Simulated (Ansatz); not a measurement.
Ge in Ansatz: the effect of functional

The system is Ge.

```
Ge
1.0
     1.47807   -2.57728    0.00000
     1.47807    2.57728    0.00000
     0.00000    0.00000    4.69587
Ge
2
Direct
  0.33345 0.66655 0.25000
  0.66655 0.33345 0.75000
```

This isn't the form of Ge at room conditions, which is diamond.

The cell isn't the ideal one: volume scaled by 0.98.

Alike in all runs:

```yaml
Program: Ansatz 0.2.0
Task: single point
Potentials_or_basis: Ansatz PAW
k_mesh: 10 × 10 × 6
Occupations: fermi-dirac, width 0.05 eV
Spin: no spin polarisation
```

```csv
functional,cutoff,pressure (GPa)
LDA,420 eV (not typed: the program's choice for these potentials),0.4
PBE,420 eV (not typed: the program's choice for these potentials),6.1
PBEsol,420 eV (not typed: the program's choice for these potentials),?
r2SCAN,500 eV (not typed: the program's choice for these potentials),3.8
```

What does the run with functional PBEsol give?

Pressure 2.2 GPa.

Caveats: the PAW data sets come from PBE, with cores solved anew for the run's functional, which leaves a small shift of forces and pressure (some runs).
